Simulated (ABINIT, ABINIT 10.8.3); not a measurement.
# The lattice constant of rocksalt KI: PBEsol within 1 % of the room-temperature value

## Reference data

The reference is the cubic lattice constant of potassium iodide at room temperature, a = 7.066 Å, taken from a printed reference work on crystal parameters and ion channeling angle data. It is a compiled value; the method of measurement is not given with it. In the rocksalt structure the atoms sit on fixed sites, so this one length describes the whole crystal structure. The diffraction structure from which the calculations start has the same lattice constant. I do not count that agreement as a second, independent measurement, since both may go back to the same work. My own reading is that the number is an ordinary room-temperature lattice constant of pure KI, and therefore contains the thermal expansion of a soft ionic crystal as well as its zero-point expansion.

| compared with | measured | source's wording or label | T (K) | method |
| --- | --- | --- | --- | --- |
| a (Å) | 7.066 | 0.7066 nm | room temperature | compiled value, method not stated |

Conditions are those given with the value in the passage it was taken from; "not stated" means there, and the paper may say more elsewhere. The values are a selection: others may have been left out beforehand as unlike or outlying.

## Method

The aim is the lattice constant of KI within 1 % of the measured value, about 0.07 Å. That is close enough to expose the usual over- or underbinding of a semilocal functional. A narrower limit would make little sense for a static calculation, because in so soft a salt thermal and zero-point motion together lengthen a by very roughly 1 %. A sound static result should therefore lie below the room-temperature value. I call the result against the measured number as it stands and weigh this allowance at the end.

The model is the two-atom primitive cell, nonmagnetic and insulating, with the cell relaxed in its cubic symmetry. I start with PBEsol, which was made for equilibrium structures of solids. I pass over LDA, which usually makes such salts too small, and plain PBE, which usually makes them too large, the more so with large, polarisable ions such as iodide. The plane-wave cutoff comes first, because the stress that drives the relaxation is sensitive to it. The potentials need a check too: the PAW datasets were made for PBE, not PBEsol. A dispersion-corrected PBE calculation will serve as the neighbouring level for scale.

System: KI, rocksalt; Fm-3m (No. 225), 2 atoms in the primitive cell; the database structure is a diffraction structure: a = 7.066 Å; structure from the Crystallography Open Database.

## 1. PBEsol at two cutoffs

I relax the cell with PBEsol at 20 Ha and again at 26 Ha, with the same mesh and datasets. I expect a lattice constant somewhat below the measured one, and a change between the two cutoffs that is small against the 1 % target.

**Run 1.** ABINIT 10.8.3: PBEsol, JTH PAW datasets, cell and atoms relaxed from the database structure, cutoff 20 Ha, 4x4x4 k mesh, Gaussian smearing 0.02 eV; PBE datasets.

Key lines of the input:
```
# potential files: JTH PAW datasets, made for PBE
ecut 20
pawecutdg 40
ecutsm 0.5
dilatmx 1.06
optcell 2
ionmov 2
ntime 50
tolmxf 5.0d-5
ixc -116133
ngkpt 4 4 4
shiftk 0.0 0.0 0.0
occopt 7
tsmear 0.02 eV
nband 13
nstep 80
tolvrs 1.0d-10
diemac 6
pseudos "K.xml, I.xml"
ntypat 2
znucl 19 53
natom 2
typat 1 2
# ... acell, rprim, xred
```

Command:
```
OMP_NUM_THREADS=1 mpirun -n 4 abinit run.abi > run.log
```

Selected lines of the output:
```
-Cartesian components of stress tensor (GPa)         [Pressure=  8.2415E-03 GPa]
            acell      9.3750654421E+00  9.3750654421E+00  9.3750654421E+00 Bohr
            rprim      0.0000000000E+00  7.0710678119E-01  7.0710678119E-01
                       7.0710678119E-01  0.0000000000E+00  7.0710678119E-01
                       7.0710678119E-01  7.0710678119E-01  0.0000000000E+00
```

Converged; 19 s on 4 cores of Arm Neoverse V1, shared host.

**Run 2.** ABINIT 10.8.3: PBEsol, JTH PAW datasets, cell and atoms relaxed from the database structure, cutoff 26 Ha, 4x4x4 k mesh, Gaussian smearing 0.02 eV; PBE datasets.

Key lines of the input, as changed from run 1:
```diff
- ecut 20
- pawecutdg 40
+ ecut 26
+ pawecutdg 52
```

Selected lines of the output:
```
-Cartesian components of stress tensor (GPa)         [Pressure=  8.8083E-03 GPa]
            acell      9.3747911571E+00  9.3747911571E+00  9.3747911571E+00 Bohr
```

Converged; 22 s on 4 cores of Intel Xeon Platinum 8488C (Sapphire Rapids), shared host.

| quantity | run 1 | run 2 | measured |
| --- | --- | --- | --- |
| a (Å) | 7.016 | 7.016 | 7.066 |
| conventional cell volume (Å³) | 345.36 | 345.33 |  |
| final pressure (GPa) | 0.00824 | 0.00881 |  |

Both cutoffs give 7.016 Å, which is 0.050 Å or 0.7 % below the measured value. That is inside the target and on the side where a static lattice constant should lie. The printed lengths of the primitive vectors differ by only about 0.0003 Bohr, less than the small pressures left at the end of the relaxations can account for in so soft a crystal. I therefore read no cutoff trend from the difference; 20 Ha is sufficient for this purpose.

## 2. Denser mesh and other potentials

Two checks remain on the PBEsol value itself. A 6×6×6 mesh tests the Brillouin-zone sampling, where I expect hardly any change in a wide-gap insulator. The second check replaces the PAW datasets with PseudoDojo norm-conserving potentials. It matters more, because PBE datasets under PBEsol could shift the lattice constant in a way that neither cutoff nor mesh would reveal.

**Run 3.** ABINIT 10.8.3: PBEsol, JTH PAW datasets, cell and atoms relaxed from the database structure, cutoff 20 Ha, 6x6x6 k mesh, Gaussian smearing 0.02 eV; PBE datasets.

Key lines of the input, as changed from run 1:
```diff
- ngkpt 4 4 4
+ ngkpt 6 6 6
```

Selected lines of the output:
```
            acell      9.3729320149E+00  9.3729320149E+00  9.3729320149E+00 Bohr
```

Converged; 24 s on the same hardware.

**Run 4.** ABINIT 10.8.3: PBEsol, PseudoDojo norm-conserving potentials, cell and atoms relaxed from the database structure, cutoff 37 Ha, 4x4x4 k mesh, Gaussian smearing 0.02 eV.

Key lines of the input, as changed from run 1:
```diff
- # potential files: JTH PAW datasets, made for PBE
- ecut 20
- pawecutdg 40
+ # potential files: PseudoDojo norm-conserving potentials, made for PBEsol
+ ecut 37
- ixc -116133
- pseudos "K.xml, I.xml"
+ pseudos "K.upf, I.upf"
```

Selected lines of the output:
```
            acell      9.3605762093E+00  9.3605762093E+00  9.3605762093E+00 Bohr
```

Converged; 22 s on the same hardware.

| quantity | run 3 | run 4 | measured |
| --- | --- | --- | --- |
| a (Å) | 7.014 | 7.005 | 7.066 |
| conventional cell volume (Å³) | 345.12 | 343.76 |  |
| final pressure (GPa) | 0.00831 | 0.01211 |  |

The denser mesh shortens a by 0.002 Å, which is negligible here. The change of potentials does more: on the same 4×4×4 mesh the norm-conserving set, made for PBEsol, gives 7.005 Å, 0.011 Å less than the PAW datasets. This difference contains both the mismatch of functional and dataset and the different construction of the potentials, and the two runs can't separate them. A cutoff check for the norm-conserving set at 37 Ha is not shown in this report, so part of the shift could also come from there. It is still much smaller than the target. The norm-conserving value lies 0.9 % below experiment, so PBEsol passes with either set, though with less room than the PAW result alone suggested.

## 3. Dispersion-corrected PBE for scale

The neighbouring level is PBE with D3(BJ), at 20 Ha and on the 4×4×4 mesh. Here the PAW datasets match the functional. Plain PBE tends to make such a crystal too large, and the dispersion term pulls the ions together, so I expect a lattice constant within about 1 % of the PBEsol one. The comparison will show how much the result depends on the choice between two reasonable functionals.

**Run 5.** ABINIT 10.8.3: PBE+D3(BJ), JTH PAW datasets, cell and atoms relaxed from the database structure, cutoff 20 Ha, 4x4x4 k mesh, Gaussian smearing 0.02 eV.

Key lines of the input, as changed from run 1:
```diff
- ixc -116133
+ vdw_xc 7
```

Converged; 15 s on the same hardware.

| quantity | run 5 | measured | deviation |
| --- | --- | --- | --- |
| a (Å) | 7.012 | 7.066 | −0.054 (−0.8 %) |
| conventional cell volume (Å³) | 344.84 |  |  |
| final pressure (GPa) | 0.00871 |  |  |

PBE+D3(BJ) gives 7.012 Å, 0.8 % below the measured value and within the target. On the same mesh and at the same cutoff it differs from PBEsol by only 0.004 Å, less than the 0.011 Å by which the change of potentials moved the PBEsol result. I therefore don't rank the two functionals. They reach this length by different routes, PBEsol through its gradient correction and PBE+D3(BJ) through an added attraction between the ions. How much that attraction contributes can't be read from this run, since it would take plain PBE on the same datasets to separate it.

## Comparison with experiment

| run | settings | a (Å) | deviation | cost |
| --- | --- | --- | --- | --- |
| 1 | PBEsol, JTH PAW datasets, cutoff 20 Ha, 4x4x4 k mesh, PBE datasets | 7.016 | −0.050 (−0.7 %) | 77 core-s |
| 2 | PBEsol, JTH PAW datasets, cutoff 26 Ha, 4x4x4 k mesh, PBE datasets | 7.016 | −0.050 (−0.7 %) | 86 core-s |
| 3 | PBEsol, JTH PAW datasets, cutoff 20 Ha, 6x6x6 k mesh, PBE datasets | 7.014 | −0.052 (−0.7 %) | 97 core-s |
| 4 | PBEsol, PseudoDojo norm-conserving potentials, cutoff 37 Ha, 4x4x4 k mesh | 7.005 | −0.061 (−0.9 %) | 87 core-s |
| 5 | PBE+D3(BJ), JTH PAW datasets, cutoff 20 Ha, 4x4x4 k mesh | 7.012 | −0.054 (−0.8 %) | 61 core-s |
|  | measured | 7.066 |  |  |

Further runs on the same system, made beside this series (convergence steps with loose settings among them):

| further | settings | a (Å) | deviation | cost |
| --- | --- | --- | --- | --- |
| F1 | PBEsol with spin-orbit coupling, JTH PAW datasets, cutoff 20 Ha, 4x4x4 k mesh, kptopt 4, PBE datasets | 7.019 | −0.047 (−0.7 %) | 3.1 core-min |
| F2 | Wu-Cohen GGA, JTH PAW datasets, cutoff 20 Ha, 4x4x4 k mesh, PBE datasets | 7.039 | −0.027 (−0.4 %) | under 1 core-min |
| F3 | PBE, JTH PAW datasets, cutoff 20 Ha, 4x4x4 k mesh | 7.190 | +0.124 (+1.7 %) | 77 core-s |
| F4 | LDA, JTH PAW datasets, cutoff 20 Ha, 4x4x4 k mesh | 6.829 | −0.237 (−3.4 %) | 2 core-min |
| F5 | PBEsol, JTH PAW datasets, cutoff 14 Ha, 4x4x4 k mesh, PBE datasets | 7.017 | −0.049 (−0.7 %) | under 1 core-min |
|  | measured | 7.066 |  |  |

## Discussion

PBEsol meets the 1 % target. It gives a = 7.016 Å with the PAW datasets and 7.005 Å with the norm-conserving potentials, 0.7 and 0.9 % below the measured 7.066 Å, at about one and a half core-minutes per relaxation.

The shortfall has the sign and rough size of the thermal and zero-point expansion that a static calculation leaves out. A calculation of that expansion is not shown in this report, so I can't say closely how much error of the functional remains beneath it; against the rough 1 % allowance, PBEsol would lie near the static value. For the same reason I don't prefer Wu-Cohen, although its 7.039 Å lies closer to the room-temperature value.

The change of potentials was the most useful check: its 0.011 Å exceeds the effects of cutoff and mesh. How much of it comes from using PBE datasets under PBEsol remains open. The step to 26 Ha was dispensable, since even 14 Ha gives 7.017 Å. Spin-orbit coupling, a fair concern with iodine, moves a by only 0.003 Å.

Plain PBE answers the question left open by the dispersion-corrected run. It gives 7.190 Å, 1.7 % too long, so the D3 term shortens a by about 0.18 Å and decides that level's success. PBEsol reaches nearly the same length without an explicit dispersion term. I take its agreement as a good balance of errors for this crystal, not as evidence that it describes dispersion.

Passing over LDA and plain PBE was justified. LDA falls 3.4 % short, more than the expansion can explain, while allowing for the expansion would widen the miss of PBE.

[Logs are printed without paths, hosts, clocks, repeated set-up lines and the standing remarks that a program may print on its own settings, such as how far it seeks lower states.]

[The runs shown are a pick from a larger set of finished runs; failed, doubtful and other runs were left out of it ahead of writing. So were measured values far from every level or from commonly accepted values, and agreement can look better than it is. Lines of input and output are excerpts and may be shortened.]
